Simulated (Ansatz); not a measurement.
# BAs (F-43m) in Ansatz: single point with PBE0

Aim: the single point of BAs with PBE0.

All numbers are computed with Ansatz 0.2.0; they aren't measurements. Logs are shortened: lines on timing, memory, paths and dates and some standing lists are left out, and cuts for length are marked.

### 1 The structure

The structure is cubic, space group F-43m (No. 216). Conventional cell: a = 4.777 Å, b = 4.777 Å, c = 4.777 Å, α = 90.00°, β = 90.00°, γ = 90.00°. As (site symmetry -43m) has 4 B at 2.07 Å as nearest neighbours. Around B (site symmetry -43m) lie 4 As at 2.07 Å.

### 2 Single point, PBE0, spin-orbit coupling, no magnetisation

File input.yaml:

```yaml
crystal:
  lattice:
    - [0.0, 2.3885, 2.3885]
    - [2.3885, 0.0, 2.3885]
    - [2.3885, 2.3885, 0.0]
  atoms:
    - { symbol: As, position: [0.75, 0.75, 0.75] }
    - { symbol: B, position: [0.0, 0.0, 0.0] }
hamiltonian:
  xc: pbe0
  pseudopotentials: { kind: paw_fr }
magnetization:
  noncollinear: true
  spin_orbit: true
kpoints:
  mp_grid: { grid: [5, 5, 5] }
scf:
  occupations: { method: fermi_dirac, width: 0.05 }
output:
  forces: true
  stress: true
  eigenvalues: true
  write_density: true
  write_potential: true
  elf: true
  volumetric_format: npy
```

Potentials or basis: Ansatz PAW.

Launch:

```
$ ansatz run input.yaml --threads 2 --pin off --max-ram 5632MiB --backend cpu --events-out ev --progress --plain --runs-dir out
```

Standard output:

```text
Warning: output.stress: scf.convergence.dr2_threshold = 1e-7 eV (the SCF's general default) is looser than the 2e-10 eV advised for a printed stress (1e-10 eV for each atom of the cell: 2). What an SCF threshold leaves in a stress goes as its square root, and in the free energy as the threshold itself, and one threshold admits the most on a small cell: of the crystals measured, under no hybrid functional and no lock of the moments, on runs that ended without the residual-converged pass, on stresses that held no estimate of that error, the worst erred by over 100 MPa in a component at 1e-7 eV an atom and by under 5 at 1e-10. Set scf.convergence.dr2_threshold to 2e-10 eV or tighter. The threshold is an SCF's pass mark: one that does not reach it within its budget of iterations ends unconverged, or closes short of it on a stop that the run arms, and scf.convergence.dr2_threshold's page says what that costs each kind of run
Warning: output.stress: scf.exx.energy_threshold = 1e-6 eV is looser than the 2e-8 eV advised for a stress under a hybrid functional (1e-8 eV for each atom of the cell: 2). Every SCF of the exchange loop can meet its threshold on dr2 while the loop round them stops early: no threshold on dr2 bounds what that leaves in the stress. Set scf.exx.energy_threshold to 2e-8 eV or tighter. The threshold is the loop's pass mark: a loop that does not reach it within its budget of cycles ends unconverged, and scf.exx.energy_threshold's page has the law
Warning: RAYON_NUM_THREADS=2 ignored (pool sized by the plan → 2); use --threads N
Engine: ansatz 0.2.0, aarch64-unknown-linux-gnu
Pseudopotentials: kind: paw_fr
Pseudopotential: As, paw_fr, valence charge 15, recommended cutoff 420 eV (normal), As.paw.azcp#standard-fr
Pseudopotential: B, paw_fr, valence charge 3, recommended cutoff 420 eV (normal), B.paw.azcp#standard-fr
Functional definition: PBE0
  parameter a = 0.25
  parameter kappa = 0.804
  parameter beta = 0.06672455060314922
  exchange = (1 - a)*pbe_x(kappa = kappa, mu = beta*pi^2/3) + a*exact_x
  correlation = pbe_c(beta = beta)
non-collinear run that drives no moment, with spin-orbit: no starting moment large enough to seed its density (crystal.atoms[].spin), no starting occupations that ask for one, no magnetisation constraint and no magnetic field, so the semilocal B_xc is pinned to zero
Crystal: 2 atoms, lattice volume = 27.252 Å³
Basis set: ecut = 420 eV, 531 PW (Γ), exchange–correlation on 48×48×48 points (8 copies of the dense FFT grid, shifted against one another)
Bands: 26, of which v1, the nominal top of the filled ones, is band 18 counted from 1 (17 counted from 0)
Symmetry: 24 space group operations + 24 with time reversal
Magnetic group: BNS 216.75 (UNI 1577), of the structure as read, at distance tolerance 3.0e-5 Å
k-points: 10 of 125 (time reversal used)
Projection manifold: j_resolved (fully-relativistic pseudo-atomic orbitals)
Non-local potential: As, projectors of the file, l = 0: 2, l = 1: 4, l = 2: 6, l = 3: 2
Non-local potential: B, projectors of the file, l = 0: 2, l = 1: 4, l = 2: 2
PAW form: soft (Blöchl's): semilocal exchange-correlation on the pseudo side does not see the compensation charge
PAW frozen core: As, regenerated for the run's functional, and the local potential with it (the file was generated under x = pbe(κ = 0.804, μ = 0.2195149727645171), c = pbe(β = 0.06672455060314922))
PAW frozen core: B, regenerated for the run's functional, and the local potential with it (the file was generated under x = pbe(κ = 0.804, μ = 0.2195149727645171), c = pbe(β = 0.06672455060314922))
PAW one-centre angular grid: As, 590 points (default); XC on 64 Gauss nodes
PAW one-centre angular grid: B, 110 points (default); XC on 64 Gauss nodes
Initial density: superposition of atomic densities (chi_scale 0.1, normalization cell, long waves kept (reshape's long-wave potential 0.00 eV rms))
Initial wavefunctions: pseudopotential atomic-orbital guess
Functional: x = pbe(κ = 0.804, μ = 0.2195149727645171), c = pbe(β = 0.06672455060314922), warm-up for x = 0.75 pbe(κ = 0.804, μ = 0.2195149727645171) + 0.25 exact, c = pbe(β = 0.06672455060314922)
SCF iter   1: F=—  HF=-5012.808850 eV  |F-HF|=—  |Δ(HF+E_count)|=         —  Δρ=7.87e-2  dr2=2.14e0  dr2_m=0.00e0 (ungated)  ethr=1.00e-1  |M|=0.00e0 ∫|m|=0.00e0 μB  |m|>n=0.0e0 m-floor=0.0e0 τ_xc=0.0e0  β_m=0.30  ⟨swp⟩=4.1  Hψ=954  notcnv=0
preconditioner: auto → none  [insulator: Δε(μ)=1.697 eV  Ē_g=12.446 eV  σ=0.050 eV  W_gap=1.00  n_scr=8 (ndim 8)  ℏωp=20.1 eV  f_vac=0.000  D(μ)=0.00/eV (n_scr^D=0)]
SCF iter   2: F=—  HF=-5012.256227 eV  |F-HF|=—  |Δ(HF+E_count)|=   5.53e-1  Δρ=3.76e-2  dr2=3.76e-1  dr2_m=0.00e0 (ungated)  ethr=1.19e-2  |M|=0.00e0 ∫|m|=0.00e0 μB  |m|>n=0.0e0 m-floor=0.0e0 τ_xc=0.0e0  β_m=0.39  ⟨swp⟩=3.0  Hψ=565  notcnv=0
SCF iter   3: F=—  HF=-5012.171506 eV  |F-HF|=—  |Δ(HF+E_count)|=   8.47e-2  Δρ=1.42e-2  dr2=3.80e-2  dr2_m=0.00e0 (ungated)  ethr=2.09e-3  |M|=0.00e0 ∫|m|=0.00e0 μB  |m|>n=0.0e0 m-floor=0.0e0 τ_xc=0.0e0  β_m=0.55  ⟨swp⟩=3.3  Hψ=642  notcnv=0
iter 4 solved again at ethr=2.46e-6 eV; its pass at ethr=2.11e-4 eV (dr2=4.42e-4 eV) is discarded
SCF iter   4: F=—  HF=-5012.169625 eV  |F-HF|=—  |Δ(HF+E_count)|=   1.88e-3  Δρ=1.90e-3  dr2=4.33e-4  dr2_m=0.00e0 (ungated)  ethr=2.46e-6  |M|=0.00e0 ∫|m|=0.00e0 μB  |m|>n=0.0e0 m-floor=0.0e0 τ_xc=0.0e0  β_m=0.54  ⟨swp⟩=4.0  Hψ=1262  notcnv=0
SCF iter   5: F=-5012.169711 eV  HF=-5012.169698 eV  |F-HF|=1.35e-5  |Δ(HF+E_count)|=   7.31e-5  Δρ=6.36e-4  dr2=4.70e-5  dr2_m=0.00e0 (ungated)  ethr=2.41e-6  |M|=0.00e0 ∫|m|=0.00e0 μB  |m|>n=0.0e0 m-floor=0.0e0 τ_xc=0.0e0  ⟨swp⟩=3.0  Hψ=545  notcnv=0
SCF 1 stopped early in 5 iterations: F = -5012.169711 eV  dr2 = 4.70e-5
Projection manifold: j_resolved (fully-relativistic pseudo-atomic orbitals)
Initial density: handed on by an earlier stage of this run
Initial wavefunctions: those handed on with the density
Functional: x = 0.75 pbe(κ = 0.804, μ = 0.2195149727645171) + 0.25 exact, c = pbe(β = 0.06672455060314922)
Frozen-core exchange: fock
SCF iter   1: F=—  HF=-5012.719707 eV  |F-HF|=—  |Δ(HF+E_count)|=         —  Δρ=6.72e-3  dr2=6.11e-3  dr2_m=0.00e0 (ungated)  ethr=2.61e-6  |M|=0.00e0 ∫|m|=0.00e0 μB  |m|>n=0.0e0 m-floor=0.0e0 τ_xc=0.0e0  β_m=0.30  ⟨swp⟩=5.6  Hψ=1132  notcnv=0
preconditioner: auto → none  [insulator: Δε(μ)=2.394 eV  Ē_g=14.872 eV  σ=0.050 eV  W_gap=1.00  n_scr=8 (ndim 8)  ℏωp=20.1 eV  f_vac=0.001  D(μ)=0.00/eV (n_scr^D=0)]
SCF iter   2: F=—  HF=-5012.713758 eV  |F-HF|=—  |Δ(HF+E_count)|=   5.95e-3  Δρ=4.49e-3  dr2=2.66e-3  dr2_m=0.00e0 (ungated)  ethr=2.61e-6  |M|=0.00e0 ∫|m|=0.00e0 μB  |m|>n=0.0e0 m-floor=0.0e0 τ_xc=0.0e0  β_m=0.65  ⟨swp⟩=4.0  Hψ=800  notcnv=0
SCF iter   3: F=—  HF=-5012.712931 eV  |F-HF|=—  |Δ(HF+E_count)|=   8.27e-4  Δρ=5.28e-4  dr2=4.88e-4  dr2_m=0.00e0 (ungated)  ethr=2.61e-6  |M|=0.00e0 ∫|m|=0.00e0 μB  |m|>n=0.0e0 m-floor=0.0e0 τ_xc=0.0e0  β_m=0.59  ⟨swp⟩=3.0  Hψ=624  notcnv=0
SCF iter   4: F=—  HF=-5012.718061 eV  |F-HF|=—  |Δ(HF+E_count)|=   5.13e-3  Δρ=6.95e-4  dr2=4.83e-5  dr2_m=0.00e0 (ungated)  ethr=3.22e-7  |M|=0.00e0 ∫|m|=0.00e0 μB  |m|>n=0.0e0 m-floor=0.0e0 τ_xc=0.0e0  β_m=0.59  ⟨swp⟩=4.0  Hψ=843  notcnv=0
SCF iter   5: F=—  HF=-5012.718048 eV  |F-HF|=—  |Δ(HF+E_count)|=   1.31e-5  Δρ=1.40e-4  dr2=9.11e-6  dr2_m=0.00e0 (ungated)  ethr=2.30e-7  |M|=0.00e0 ∫|m|=0.00e0 μB  |m|>n=0.0e0 m-floor=0.0e0 τ_xc=0.0e0  β_m=0.80  ⟨swp⟩=3.0  Hψ=544  notcnv=0
SCF iter   6: F=-5012.718133 eV  HF=-5012.718135 eV  |F-HF|=1.31e-6  |Δ(HF+E_count)|=   8.67e-5  Δρ=8.92e-5  dr2=8.95e-7  dr2_m=0.00e0 (ungated)  ethr=8.31e-9  |M|=0.00e0 ∫|m|=0.00e0 μB  |m|>n=0.0e0 m-floor=0.0e0 τ_xc=0.0e0  ⟨swp⟩=4.0  Hψ=912  notcnv=0
SCF 2 stopped early in 6 iterations: F = -5012.718133 eV  dr2 = 8.95e-7
hybrid outer 1: dexx = +5.874e-3 eV, tail = 6.27e-5 eV
Projection manifold: j_resolved (fully-relativistic pseudo-atomic orbitals)
Frozen-core exchange: fock
SCF iter   1: F=—  HF=-5012.718376 eV  |F-HF|=—  |Δ(HF+E_count)|=         —  Δρ=6.94e-5  dr2=5.10e-7  dr2_m=0.00e0 (ungated)  ethr=1.74e-6  |M|=0.00e0 ∫|m|=0.00e0 μB  |m|>n=0.0e0 m-floor=0.0e0 τ_xc=0.0e0  β_m=0.30  ⟨swp⟩=3.0  Hψ=541  notcnv=0
preconditioner: auto → none  [insulator: Δε(μ)=2.454 eV  Ē_g=14.883 eV  σ=0.050 eV  W_gap=1.00  n_scr=8 (ndim 8)  ℏωp=20.1 eV  f_vac=0.001  D(μ)=0.00/eV (n_scr^D=0)]
SCF iter   2: F=—  HF=-5012.718375 eV  |F-HF|=—  |Δ(HF+E_count)|=   1.46e-7  Δρ=9.89e-6  dr2=3.56e-8  dr2_m=0.00e0 (ungated)  ethr=2.65e-9  |M|=0.00e0 ∫|m|=0.00e0 μB  |m|>n=0.0e0 m-floor=0.0e0 τ_xc=0.0e0  β_m=0.55  ⟨swp⟩=4.0  Hψ=775  notcnv=0
SCF iter   3: F=-5012.718376 eV  HF=-5012.718376 eV  |F-HF|=1.61e-9  |Δ(HF+E_count)|=   2.48e-7  Δρ=7.20e-6  dr2=6.27e-9  dr2_m=0.00e0 (ungated)  ethr=4.39e-11  |M|=0.00e0 ∫|m|=0.00e0 μB  |m|>n=0.0e0 m-floor=0.0e0 τ_xc=0.0e0  ⟨swp⟩=4.3  Hψ=892  notcnv=0
SCF 3 converged in 3 iterations: F = -5012.718376 eV  dr2 = 6.27e-9
  Residual-converged pass: ⟨swp⟩=2.0  Hψ=325  notcnv=0  max |occ|·‖R‖ = 2.4e-6 eV (tolerance 2.4e-6 eV)  dr2=6.27e-9  dr2_m=0.00e0 (ungated)  dr2_onsite=1.07e-9  max |Δocc| = 9.0e-24
hybrid outer 2: dexx = +3.430e-7 eV, tail = 3.57e-8 eV, Δε = 4.09e-3 eV (about 2.28e-4 eV left of the loop's levels)
hybrid SCF converged: 2 outer / 9 inner (+5 warm-up), last move |dexx| = 3.43e-7 eV, tail = 3.57e-8 eV
Magnetization: |M| = 0.0000 μB,  M = (+0.0000, +0.0000, +0.0000) μB
Absolute magnetization: 0.0000 μB (∫|m|)
  site 0: m = (+0.0000, +0.0000, +0.0000) μB, |m| = 0.0000 μB  (R = 0.85 Å)
  site 1: m = (+0.0000, +0.0000, +0.0000) μB, |m| = 0.0000 μB  (R = 0.85 Å)
Free energy (F): -5012.718376 eV
Frozen-core exchange: fock
Harris-Foulkes:  -5012.718376 eV  (|F-HF|=1.61e-9)
Internal energy: -5012.718376 eV  (E = F + TS)
E sigma→0 (E₀):  -5012.718376 eV
Fermi energy:    11.678261 eV
--- Per-component energies (eV) ---
  E_band       = -264.124872
  E_kinetic    = 151.301353
  E_local      = -1693.865042  (includes V_loc(G=0)·N_el)
  E_nonlocal   = -658.180530
  E_hartree    = 941.077191
  E_xc         = -86.120990
  E_vxc        = -91.065870  (∫ρ·V_xc dr)
  E_exx        = -74.153006  (= α·E_x^exact, valence–valence)
  E_paw        = -1866.202800  (= ΣΔE_a)
  E_vpaw       = 293.836204  (= ΣTr[D̂ρ^β])
  E_aug_tail   = 0.000007  (compensation charges beyond the density's cutoff)
  E_ewald      = -1725.774997
  E_core_change = -0.799561  (= ΣΔE_core)
  E_smearing   = -0.000000  (= −TS)
  E_closure    = 0.000000  (closes the sum)
  Σ components = -5012.718376   (vs F -5012.718376, Δ=-9.09e-13)
--- Forces (eV/Å), atoms counted from 1 ---
  atom   1  As    -0.00000000     0.00000000     0.00000000
  atom   2  B     -0.00000000     0.00000000    -0.00000000
  max |Σ_I F_I| component: 5.97e-16 eV/Å
--- Stress (GPa, compression-positive) ---
       -0.427287       0.000000      -0.000000
        0.000000      -0.427287       0.000000
        0.000000       0.000000      -0.427287
  P = ⅓ Tr σ = -0.4273 GPa (-4.273 kbar)
--- Band table (eV; the first three rows and the last of 10) ---
  k-point 0: bands = ["-29.3741", "-29.3741", "-29.3741", "-29.3741", "-28.6408", "-28.6408", "-28.6242", "-28.6242", "-28.6242", "-28.6242", "-6.6338", "-6.6338", "10.2430", "10.2430", "10.4784", "10.4784", "10.4784", "10.4784", "15.0707", "15.0707", "15.2908", "15.2908", "15.2908", "15.2908", "16.9971", "16.9971"]
  k-point 1: bands = ["-29.3741", "-29.3731", "-29.3719", "-29.3719", "-28.6385", "-28.6385", "-28.6247", "-28.6247", "-28.6223", "-28.6212", "-5.9172", "-5.9172", "6.2683", "6.2683", "9.3764", "9.3764", "9.5306", "9.5313", "15.2124", "15.2124", "16.3653", "16.3653", "16.5006", "16.5042", "19.5624", "19.5624"]
  k-point 2: bands = ["-29.3732", "-29.3726", "-29.3684", "-29.3684", "-28.6352", "-28.6352", "-28.6251", "-28.6251", "-28.6181", "-28.6175", "-4.0378", "-4.0378", "1.5816", "1.5816", "8.4285", "8.4285", "8.5875", "8.5880", "14.7392", "14.7392", "16.8347", "16.8347", "16.9253", "16.9274", "21.1823", "21.1823"]
  k-point 9: bands = ["-29.3715", "-29.3699", "-29.3689", "-29.3666", "-28.6347", "-28.6314", "-28.6225", "-28.6219", "-28.6190", "-28.6183", "-2.4823", "-2.4799", "1.8295", "1.9002", "4.3117", "4.4329", "5.7901", "5.8784", "16.4439", "16.4715", "17.3982", "17.3999", "18.2545", "18.3607", "22.1635", "22.2931"]
```

It took 64 s on 2 threads of Arm Neoverse V1, shared host; peak memory 0.84 GiB.

Results:

* Free energy: -5012.7184 eV
* Pressure: -0.4 GPa
* Band gap on the k mesh: 2.45 eV, indirect (least direct gap 4.59 eV)

Levels at points of the mesh, in eV from the valence-band top:
```csv
k point,band 14,band 15,band 16,band 17,band 18,band 19,band 20,band 21,band 22,band 23
"(0.00, 0.00, 0.00)",-0.24,0.00,0.00,0.00,0.00,4.59,4.59,4.81,4.81,4.81
```

Caveat: the k mesh is coarse (spacing up to 0.46 Å⁻¹), so the values aren't converged, least of all with exact exchange; odd divisions of the mesh miss points on the zone boundary, where band edges often lie, so the gap on the mesh can be too wide; the PAW data sets come from PBE, with cores solved anew for the run's functional, which leaves a small shift of forces and pressure; the thresholds are loose for stress. A k mesh can miss the band edges.
